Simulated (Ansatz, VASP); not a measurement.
## Two plane-wave programs on SnH5

The input INCAR:

```
ALGO = Normal
EDIFF = 1E-7
EDIFFG = -0.04
ENCUT = 600
GGA = PE
IBRION = 2
ISIF = 3
ISMEAR = 0
LASPH = T
LCHARG = F
LREAL = F
LWAVE = F
NELM = 100
NSW = 90
PREC = Accurate
SIGMA = 0.1
```

Contents of KPOINTS:

```
k-points
0
Gamma
  6 6 6
```

The input POSCAR:

```
SnH5
1.0
   -2.0885773100      2.0885773100      4.0759484600
    2.0885773100     -2.0885773100      4.0759484600
    2.0885773100      2.0885773100     -4.0759484600
Sn H
1 5
Direct
    0.5000000000      0.5000000000      0.0000000000
    0.1520827900      0.1520827900      0.3041655700
    0.8479172100      0.8479172100      0.6958344300
    0.1520827900      0.8479172100      0.0000000000
    0.8479172100      0.1520827900      0.0000000000
    0.0000000000      0.0000000000      0.0000000000
```

Input for Ansatz:

```yaml
crystal:
  lattice:
    - [-2.08857731, 2.08857731, 4.07594846]
    - [2.08857731, -2.08857731, 4.07594846]
    - [2.08857731, 2.08857731, -4.07594846]
  atoms:
    - { symbol: Sn, position: [0.5, 0.5, 0.0] }
    - { symbol: H, position: [0.15208279, 0.15208279, 0.30416557] }
    - { symbol: H, position: [0.84791721, 0.84791721, 0.69583443] }
    - { symbol: H, position: [0.15208279, 0.84791721, 0.0] }
    - { symbol: H, position: [0.84791721, 0.15208279, 0.0] }
    - { symbol: H, position: [0.0, 0.0, 0.0] }
basis:
  ecutwfc: 420
kpoints:
  mp_grid: { grid: [6, 6, 6] }
hamiltonian:
  xc: pbe
scf:
  occupations: { method: gaussian, width: 0.1 }
  lower_state_search: "off"
output:
  forces: true
  stress: true
  eigenvalues: true
relax:
  adjacent_minimum: "off"
  f_tol: 0.04
  max_steps: 70
  cell: { stress_tol: 0.4 }
```

Alike in both runs: task relaxation of cell and atoms; functional PBE; k mesh 6 × 6 × 6; occupations gaussian, width 0.1 eV; no spin polarisation.

|  | VASP | Ansatz |
| --- | --- | --- |
| version | VASP 6.6.1 | Ansatz 0.2.0 |
| potentials or method | VASP PAW PBE potentials, release 64 (Sn_d, H) | scalar-relativistic, plane waves, PAW |
| plane-wave cutoff (eV) | 600 | 420 |
| valence electrons in the cell | 19 | 19 |

```csv
,VASP,Ansatz,Ansatz less VASP
"gap on the k mesh at the Fermi level, each at its own relaxed structure (eV)",none,none,-
relaxed volume (Å³/atom),8.78,8.91,+0.123
relaxed cell length with the largest relative difference (Å),4.102,4.122,+0.0194
energy change over the relaxation (meV/atom),-308,-309,-1.6
```

A gap of «none» marks a metal or a gap that the smearing closes.

Caveats: the volume moved by over 15 % at a fixed basis, so the end points are rough (VASP).
